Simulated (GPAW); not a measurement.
# InP (F-43m) in GPAW: notebook

Aim: see how the results for InP move with the level of theory and the settings. Levels: PBE, revPBE+D4, BLYP+D3(BJ), vdW-DF. Tasks: equation of state.

All numbers are computed with GPAW 26.7.0; they aren't measurements. Logs are shortened: lines on timing, memory, paths and dates and some standing lists are left out, and cuts for length are marked. The log counts tension as positive stress, the text compression.

**What was measured.**

A printed reference work, data compilation reports, for a bulk crystal of InP: bulk modulus 71 GPa.

How close the calculation comes is told below.

### Step 1. The crystal as given

It takes space group F-43m (No. 216, cubic). Conventional cell: a = 5.861 Å, b = 5.861 Å, c = 5.861 Å, α = 90.00°, β = 90.00°, γ = 90.00°. In (site symmetry -43m) is surrounded by 4 P at 2.54 Å. P (site symmetry -43m) has 4 In at 2.54 Å as nearest neighbours.

### Step 2. Equation of state, PBE

The input, run.py:

```python
from ase.eos import EquationOfState
from ase.io import Trajectory
from ase.spacegroup import crystal
from ase.units import GPa
from gpaw import GPAW

# In 4a
# P 4c
atoms = crystal(['In', 'P'],
                basis=[[0.0, 0.0, 0.0],
                       [0.25, 0.25, 0.25]],
                spacegroup=216, setting=1,  # F-43m
                cellpar=[5.861, 5.861, 5.861, 90.0, 90.0, 90.0],
                primitive_cell=True)

traj = Trajectory('eos.traj', 'w')
volumes, energies = [], []
for x in [0.94, 0.96, 0.98, 1.0, 1.02, 1.04, 1.06]:
    a = atoms.copy()
    a.set_cell(atoms.cell * x**(1 / 3), scale_atoms=True)
    calc = GPAW(mode='lcao',
                h=0.18,
                basis='dzp',
                xc='PBE',
                kpts={'size': (6, 6, 6), 'gamma': True},
                occupations={'name': 'fermi-dirac', 'width': 0.05},
                convergence={'density': 1e-05, 'energy': 1e-05},
                maxiter=150,
                txt=f'eos-{x:.2f}.txt')
    a.calc = calc
    energies.append(a.get_potential_energy(force_consistent=True))
    volumes.append(a.get_volume())
    calc.write(f'eos-{x:.2f}.gpw')
    traj.write(a)
    print(f'{x:.2f} {volumes[-1]:10.4f} A^3 {energies[-1]:14.6f} eV', flush=True)

v0, e0, B = EquationOfState(volumes, energies, eos='birchmurnaghan').fit()
print(f'V0 = {v0:.4f} A^3, E0 = {e0:.6f} eV, B0 = {B / GPa:.2f} GPa')
```

Potentials or basis: GPAW PAW data sets (gpaw-data 1.2.1), lcao:dzp.

Command:

```
$ OMP_NUM_THREADS=1 python run.py
```

Output:

```text
__  _  _
 | _ |_)|_||  |
 |__||  | ||/\| - 26.7.0

Input parameters:
  mode=LCAO(),
  basis={'default': 'dzp'},
  convergence={'density': 1e-05, 'energy': 1e-05},
  h=0.18,
  kpts=MonkhorstPack(size=(6, 6, 6), gamma=True),
  maxiter=150,
  occupations=Occupations(name='fermi-dirac', width=0.05),
  xc=XC(name='PBE')

           P

       In

Atoms  # Å, Bohr magnetons
|   | symbol |        x |        y |        z |    initial magnetic moments |
|---|--------|----------|----------|----------|-----------------------------|
| 0 |     In | 0.000000 | 0.000000 | 0.000000 | ( 0.0000,  0.0000,  0.0000) |
| 1 |      P | 1.435339 | 1.435339 | 1.435339 | ( 0.0000,  0.0000,  0.0000) |

Unit cell  # Å
| periodic |        x |        y |        z |  lengths |    angles |
|----------|----------|----------|----------|----------|-----------|
|      yes | 0.000000 | 2.870677 | 2.870677 | 4.059750 | 60.000000 |
|      yes | 2.870677 | 0.000000 | 2.870677 | 4.059750 | 60.000000 |
|      yes | 2.870677 | 2.870677 | 0.000000 | 4.059750 | 60.000000 |

Number of symmetries: 24
Symmetry operations  # r_c * U_cc + t_c -> r_c
|    | kind |            matrix            |
|----|------|------------------------------|
|  0 |  E   |  1, 0, 0,  0, 1, 0,  0, 0, 1 |
|  1 |  σ   |  1, 0, 0,  0, 0, 1,  0, 1, 0 |
|  2 |  σ   |  1, 0,-1,  0, 1,-1,  0, 0,-1 |
|  3 |  C3  |  1, 0,-1,  0, 0,-1,  0, 1,-1 |
|  4 |  C3  |  1,-1, 0,  0,-1, 1,  0,-1, 0 |
|  5 |  σ   |  1,-1, 0,  0,-1, 0,  0,-1, 1 |
|  6 |  σ   |  0, 1, 0,  1, 0, 0,  0, 0, 1 |
|  7 |  C3  |  0, 1, 0,  0, 0, 1,  1, 0, 0 |
|  8 |  C2  |  0, 1,-1,  1, 0,-1,  0, 0,-1 |
|  9 |  S4  |  0, 1,-1,  0, 0,-1,  1, 0,-1 |
| 10 |  C3  |  0, 0, 1,  1, 0, 0,  0, 1, 0 |
| 11 |  σ   |  0, 0, 1,  0, 1, 0,  1, 0, 0 |
| 12 |  S4  |  0, 0,-1,  1, 0,-1,  0, 1,-1 |
| 13 |  C3  |  0, 0,-1,  0, 1,-1,  1, 0,-1 |
| 14 |  S4  |  0,-1, 1,  1,-1, 0,  0,-1, 0 |
| 15 |  C2  |  0,-1, 1,  0,-1, 0,  1,-1, 0 |
| 16 |  C3  |  0,-1, 0,  1,-1, 0,  0,-1, 1 |
| 17 |  S4  |  0,-1, 0,  0,-1, 1,  1,-1, 0 |
| 18 |  S4  | -1, 1, 0, -1, 0, 1, -1, 0, 0 |
| 19 |  C3  | -1, 1, 0, -1, 0, 0, -1, 0, 1 |
| 20 |  C3  | -1, 0, 1, -1, 1, 0, -1, 0, 0 |
| 21 |  S4  | -1, 0, 1, -1, 0, 0, -1, 1, 0 |
| 22 |  σ   | -1, 0, 0, -1, 1, 0, -1, 0, 1 |
| 23 |  C2  | -1, 0, 0, -1, 0, 1, -1, 1, 0 |

BZ-sampling:
  Number of BZ points: 216
  Number of IBZ points: 16

  Monkhorst-Pack size: [6, 6, 6]
  Monkhorst-Pack shift: [0.08333333333333333, 0.08333333333333333, 0.08333333333333333]

K-points  # in reciprocal-cell coordinates
|     |                                coordinates |     weight |
|-----|--------------------------------------------|------------|
|   0 | (  0.00000000,   0.00000000,   0.00000000) | 0.00462963 |
|   1 | (  0.16666667,   0.16666667,   0.00000000) | 0.02777778 |
|   2 | (  0.16666667,   0.16666667,   0.16666667) | 0.03703704 |
|   3 | (  0.33333333,   0.16666667,   0.16666667) | 0.05555556 |
|   4 | (  0.33333333,   0.33333333,  -0.33333333) | 0.05555556 |
|   5 | (  0.33333333,   0.33333333,   0.00000000) | 0.02777778 |
|   6 | (  0.33333333,   0.33333333,   0.16666667) | 0.11111111 |
|   7 | (  0.33333333,   0.33333333,   0.33333333) | 0.03703704 |
|   8 | (  0.50000000,   0.33333333,  -0.33333333) | 0.11111111 |
|   9 | (  0.50000000,   0.33333333,  -0.16666667) | 0.05555556 |
| ... |                                            |            |
|  15 | (  0.50000000,   0.50000000,   0.50000000) | 0.01851852 |

basis functions: 36
Spin-components: 1 (collinear spins)
Bands:           13
Projectors:      11
Spin-degeneracy: 2
Datatype:        <class 'complex'>

Parallelization:
  kpt:    1
  domain: 1
  band:   1

Density:
  Valence electrons: 18.0
  Components: 1
  Grid points: [20 20 20]
  Charge: 0.0  # |e|

Potential:
  Grid points: [20 20 20]

species:
  In:
    name:    Indium
    Z:       49.0
    valence: 13
    core:    36
    charge:  0.0  # [|e|]
    compensation charges:
      type: gauss
      rc: 0.36  # [Å]
      lmax: 2
    cutoffs:
      filter: 2.09  # [Å]
      core: 2.48  # [Å]
    projectors
    | kind |    occ | energy [eV] | rcut [Å] |
    |------|--------|-------------|----------|
    |   5s |  2.000 |      -8.203 |    1.185 |
    |   5p |  1.000 |      -2.521 |    1.244 |
    |   4d | 10.000 |     -18.629 |    1.148 |
    |    s |        |      19.008 |    1.185 |
    |    p |        |      24.691 |    1.244 |
    |    d |        |       8.583 |    1.148 |

    LCAO basis set for In:
      Name: dzp
      File: <dir>
      Number of radial functions: 7
      Number of spherical harmonics: 23
        l=0, rc=7.7188 Bohr: 5s-sz confined orbital
        l=1, rc=10.7500 Bohr: 5p-sz confined orbital
        l=2, rc=4.4219 Bohr: 4d-sz confined orbital
        l=0, rc=4.5312 Bohr: 5s-dz split-valence wave
        l=1, rc=6.4688 Bohr: 5p-dz split-valence wave
[... 98 lines left out ...]
| 10 |  C3  |  0, 0, 1,  1, 0, 0,  0, 1, 0 |
| 11 |  σ   |  0, 0, 1,  0, 1, 0,  1, 0, 0 |
| 12 |  S4  |  0, 0,-1,  1, 0,-1,  0, 1,-1 |
| 13 |  C3  |  0, 0,-1,  0, 1,-1,  1, 0,-1 |
| 14 |  S4  |  0,-1, 1,  1,-1, 0,  0,-1, 0 |
| 15 |  C2  |  0,-1, 1,  0,-1, 0,  1,-1, 0 |
| 16 |  C3  |  0,-1, 0,  1,-1, 0,  0,-1, 1 |
| 17 |  S4  |  0,-1, 0,  0,-1, 1,  1,-1, 0 |
| 18 |  S4  | -1, 1, 0, -1, 0, 1, -1, 0, 0 |
| 19 |  C3  | -1, 1, 0, -1, 0, 0, -1, 0, 1 |
| 20 |  C3  | -1, 0, 1, -1, 1, 0, -1, 0, 0 |
| 21 |  S4  | -1, 0, 1, -1, 0, 0, -1, 1, 0 |
| 22 |  σ   | -1, 0, 0, -1, 1, 0, -1, 0, 1 |
| 23 |  C2  | -1, 0, 0, -1, 0, 1, -1, 1, 0 |

BZ-sampling:
  Number of BZ points: 216
  Number of IBZ points: 16

  Monkhorst-Pack size: [6, 6, 6]
  Monkhorst-Pack shift: [0.08333333333333333, 0.08333333333333333, 0.08333333333333333]

K-points  # in reciprocal-cell coordinates
|     |                                coordinates |     weight |
|-----|--------------------------------------------|------------|
|   0 | (  0.00000000,   0.00000000,   0.00000000) | 0.00462963 |
|   1 | (  0.16666667,   0.16666667,   0.00000000) | 0.02777778 |
|   2 | (  0.16666667,   0.16666667,   0.16666667) | 0.03703704 |
|   3 | (  0.33333333,   0.16666667,   0.16666667) | 0.05555556 |
|   4 | (  0.33333333,   0.33333333,  -0.33333333) | 0.05555556 |
|   5 | (  0.33333333,   0.33333333,   0.00000000) | 0.02777778 |
|   6 | (  0.33333333,   0.33333333,   0.16666667) | 0.11111111 |
|   7 | (  0.33333333,   0.33333333,   0.33333333) | 0.03703704 |
|   8 | (  0.50000000,   0.33333333,  -0.33333333) | 0.11111111 |
|   9 | (  0.50000000,   0.33333333,  -0.16666667) | 0.05555556 |
| ... |                                            |            |
|  15 | (  0.50000000,   0.50000000,   0.50000000) | 0.01851852 |

basis functions: 36
Spin-components: 1 (collinear spins)
Bands:           13
Projectors:      11
Spin-degeneracy: 2
Datatype:        <class 'complex'>

Parallelization:
  kpt:    1
  domain: 1
  band:   1

Density:
  Valence electrons: 18.0
  Components: 1
  Grid points: [20 20 20]
  Charge: 0.0  # |e|

Potential:
  Grid points: [20 20 20]

species:
  In:
    name:    Indium
    Z:       49.0
    valence: 13
    core:    36
    charge:  0.0  # [|e|]
    compensation charges:
      type: gauss
      rc: 0.36  # [Å]
      lmax: 2
    cutoffs:
      filter: 2.09  # [Å]
      core: 2.48  # [Å]
    projectors
    | kind |    occ | energy [eV] | rcut [Å] |
    |------|--------|-------------|----------|
    |   5s |  2.000 |      -8.203 |    1.185 |
    |   5p |  1.000 |      -2.521 |    1.244 |
    |   4d | 10.000 |     -18.629 |    1.148 |
    |    s |        |      19.008 |    1.185 |
    |    p |        |      24.691 |    1.244 |
    |    d |        |       8.583 |    1.148 |

    LCAO basis set for In:
      Name: dzp
      File: <dir>
      Number of radial functions: 7
      Number of spherical harmonics: 23
        l=0, rc=7.7188 Bohr: 5s-sz confined orbital
        l=1, rc=10.7500 Bohr: 5p-sz confined orbital
        l=2, rc=4.4219 Bohr: 4d-sz confined orbital
        l=0, rc=4.5312 Bohr: 5s-dz split-valence wave
        l=1, rc=6.4688 Bohr: 5p-dz split-valence wave
        l=2, rc=2.7344 Bohr: 4d-dz split-valence wave
        l=2, rc=10.7500 Bohr: d-type Gaussian polarization
      Number of RI-basis functions 0

  P:
    name:    Phosphorus
    Z:       15.0
    valence: 5
    core:    10
    charge:  0.0  # [|e|]
    compensation charges:
      type: gauss
      rc: 0.30  # [Å]
      lmax: 2
    cutoffs:
      filter: 1.69  # [Å]
      core: 1.81  # [Å]
    projectors
    | kind |    occ | energy [eV] | rcut [Å] |
    |------|--------|-------------|----------|
    |   3s |  2.000 |     -13.968 |    0.953 |
    |   3p |  3.000 |      -5.506 |    0.953 |
    |    s |        |      13.244 |    0.953 |
    |    p |        |      21.705 |    0.953 |
    |    d |        |       0.000 |    0.953 |

    LCAO basis set for P:
      Name: dzp
      File: <dir>
      Number of radial functions: 5
      Number of spherical harmonics: 13
        l=0, rc=6.0938 Bohr: 3s-sz confined orbital
        l=1, rc=7.7031 Bohr: 3p-sz confined orbital
        l=0, rc=3.4375 Bohr: 3s-dz split-valence wave
        l=1, rc=4.4688 Bohr: 3p-dz split-valence wave
        l=2, rc=7.7031 Bohr: d-type Gaussian polarization
      Number of RI-basis functions 0

Reference energy: -169278.333319  # eV

eigensolver:
  <gpaw.new.lcao.eigensolver.LCAOEigensolver object>
density mixing:
  MSR1-Mixer
  Pratt-step length: 0.05
  Maximum mixing coefficient: 0.75
  Old densities: 10
  SVD Regularization: 0.005
  Good broyden scale: 1.0
  Trust region scale: 1.0
  Backstep threshold: 4.0
  History deletion threshold: 6.0
  Fourier metric: weight=20.0, sigma=0.015

occupation numbers:
  Fermi-Dirac:
    width: 0.0500  # eV

FastPoissonSolver using
    Stencil: 12*3+1=37 point O(h^6) finite-difference Laplacian
    FFT axes: [np.int64(0), np.int64(1), np.int64(2)]
    FST axes: []

xc functional:
  name: PBE with 2 nearest neighbor stencil
interpolation: tri-quintic # 5. degree polynomial

convergence criteria:
- Maximum integral of absolute [dens]ity change: 1e-05 electrons / valence electron
- Maximum [total energy] change in last 3 cyles: 1e-05 eV / valence electron
- Maximum integral of absolute [eigenst]ate change: 4e-08 eV^2 / valence electron
maximum number of iterations: 150

SCF iterations
|iter     | |      energy | eigst |  dens |
|---------|-|-------------|-------|-------|
|iter:   1| |   -8.222071 |      c|       |
|iter:   2| |   -8.162539 |      c| -1.22 |
|iter:   3| |   -7.955798 |      c| -1.25 |
|iter:   4| |   -7.956614 |      c| -1.84 |
|iter:   5| |   -7.956613 |      c| -2.27 |
|iter:   6| |   -7.956615c|      c| -3.86 |
|iter:   7| |   -7.956615c|      c| -4.21 |
|iter:   8| |   -7.956615c|      c| -5.17c|

Converged in 8 steps
Energy contributions relative to reference atoms: (reference = -169278.333319)

Energy contributions:
  Kinetic:          23.276549
  Coulomb:         -19.999308
  Zero:              0.084137
  External:          0.000000
  Xc:              -11.317993
  Entropy:          -0.000000
  Spinorbit:         0.000000
  ----------------------------
  Free energy:      -7.956615
  Extrapolated:     -7.956615

dipole moment: (-22.232111, -22.232111, -22.232111)  # |e|*Ang

Fermi level: 6.199
Eigenvalues  # (at kpt = [0.000, 0.000, 0.000])
| band index |      eig [eV] | occ [0-2] |
|------------|---------------|-----------|
|          0 |        -8.770 |     2.000 |
|          1 |        -8.770 |     2.000 |
|          2 |        -8.768 |     2.000 |
|          3 |        -8.586 |     2.000 |
|          4 |        -8.586 |     2.000 |
|          5 |        -6.359 |     2.000 |
|          6 |         5.618 |     2.000 |
|          7 |         5.618 |     2.000 |
|          8 |         5.618 |     2.000 |
|          9 |         6.724 |     0.000 |
|         10 |         9.841 |     0.000 |
|         11 |         9.842 |     0.000 |
|         12 |         9.842 |     0.000 |

Gap: 1.107 eV
Transition (v -> c):
  (s=0, k=0, n=8, [0.00, 0.00, 0.00]) -> (s=0, k=0, n=9, [0.00, 0.00, 0.00])
No difference between direct/indirect transitions
# Writing to eos-0.94.gpw (mode='')
```

It took 3.3 min on 1 thread of Arm Neoverse V1, shared host; peak memory 0.28 GiB.

What came out:

```yaml
Equilibrium_volume: 26.56 Å³/atom
Bulk_modulus: 59 GPa
Pressure_derivative_of_the_bulk_modulus: 5.2
```

Energy against volume, from the lowest point:
```tsv
volume (Å³/atom)	energy (meV/atom)
23.657	74.52
24.160	48.72
24.663	29.08
25.167	15.00
25.670	5.82
26.173	0.95
26.677	0.00
```

Caveat: the basis of atomic orbitals isn't converged, which shifts pressures, moduli and gaps. PBE usually gives volumes a little too large and moduli too small.

(Part 1 of 2 ends here.)
